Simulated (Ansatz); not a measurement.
# BaZrO3: the cost of one run

Program: Ansatz 0.2.0. Level of theory: DFT PBEsol, scalar-relativistic, plane waves, PAW. These are calculated values, not measurements.

### 1 The system as given

The structure is tetragonal, space group I4/mcm (No. 140). Conventional cell: a = 5.897 Å, b = 5.897 Å, c = 8.380 Å, α = 90.00°, β = 90.00°, γ = 90.00°. Ba (site symmetry -42m) is surrounded by 12 O at 2.82 to 3.10 Å. Zr (site symmetry 4/m) is surrounded by 6 O at 2.09 to 2.10 Å. O (site symmetry 422) has 2 Zr at 2.10 Å and 4 Ba at 2.95 Å as nearest neighbours. Around O (site symmetry m2m) lie 2 Zr at 2.09 Å and 2 Ba at 2.82 Å.

Structure file:

```cif
data_structure
_symmetry_space_group_name_H-M 'P 1'
_symmetry_Int_Tables_number 1
_cell_length_a 5.9115
_cell_length_b 5.9115
_cell_length_c 5.9115
_cell_angle_alpha 120.160
_cell_angle_beta 120.160
_cell_angle_gamma 89.724
_cell_volume 145.72
loop_
_atom_site_label
_atom_site_type_symbol
_atom_site_fract_x
_atom_site_fract_y
_atom_site_fract_z
_atom_site_occupancy
Ba1 Ba 0.75000 0.25000 0.50000 1
Ba2 Ba 0.25000 0.75000 0.50000 1
Zr1 Zr 0.00000 0.00000 0.00000 1
Zr2 Zr 0.50000 0.50000 0.00000 1
O1 O 0.75000 0.75000 0.00000 1
O2 O 0.25000 0.25000 0.00000 1
O3 O 0.22608 0.72608 0.95216 1
O4 O 0.77392 0.27392 0.04784 1
O5 O 0.72608 0.77392 0.50000 1
O6 O 0.27392 0.22608 0.50000 1
```

It goes back to an entry of the Materials Project, which need not be the stable form.

This cell was relaxed beforehand with the same method: volume 14.57 Å³/atom, gap on the mesh 3.26 eV.

### 2 The reference cell

The reference gives a free energy of -23365.9990 eV, pressure 0.00 GPa, largest force 0.000 eV/Å and gap on the mesh 3.26 eV. It was computed beforehand with the settings of the runs below.

### 3 The disturbance

The atoms are moved along a mode of 26 cm⁻¹:

```tsv
atom	ux (Å)	uy (Å)	uz (Å)
Ba1	0.000	-0.009	0.000
Ba2	0.000	0.009	0.000
Zr3	0.000	0.000	0.000
Zr4	0.000	0.000	0.000
O5	0.000	-0.150	0.000
O6	0.000	0.150	0.000
O7	0.000	0.000	-0.101
O8	0.000	0.000	0.101
O9	0.000	0.000	0.101
O10	0.000	0.000	-0.101
```

### 4 Relaxation of the disturbed structure

The input, input.yaml:

```yaml
crystal:
  lattice:
    - [-2.9485963813, 2.9485963813, 4.1901143166]
    - [2.9485963813, -2.9485963813, 4.1901143166]
    - [2.9485963813, 2.9485963813, -4.1901143166]
  atoms:
    - { symbol: Ba, position: [0.7484981362, 0.25, 0.4984981362] }
    - { symbol: Ba, position: [0.2515018638, 0.75, 0.5015018638] }
    - { symbol: Zr, position: [0.0, 0.0, 0.0] }
    - { symbol: Zr, position: [0.5, 0.5, 0.0] }
    - { symbol: O, position: [0.7245641687, 0.75, -0.0254358313] }
    - { symbol: O, position: [0.2754358313, 0.25, 0.0254358313] }
    - { symbol: O, position: [0.2140082827, 0.7140082827, 0.9521610156] }
    - { symbol: O, position: [0.7859917173, 0.2859917173, 0.0478389844] }
    - { symbol: O, position: [0.738152733, 0.7859917173, 0.5] }
    - { symbol: O, position: [0.261847267, 0.2140082827, 0.5] }
basis:
  ecutwfc: 420
kpoints:
  mp_grid: { grid: [6, 6, 6] }
hamiltonian:
  xc: pbesol
scf:
  occupations: { method: gaussian, width: 0.05 }
output:
  forces: true
  stress: true
  eigenvalues: true
relax:
  adjacent_minimum: "off"
  f_tol: 0.008
  max_steps: 80
  cell: { stress_tol: 0.08 }
```

Started as:

```console
ansatz run input.yaml --threads 2 --pin off --max-ram 5120MiB --backend cpu --events-out ev --progress --plain --runs-dir out
```

**Question.** How long does this run take on 2 threads of Arm Neoverse V1, shared host, and how much memory does it need?

About 2.7 min, with a peak of 0.71 GiB.
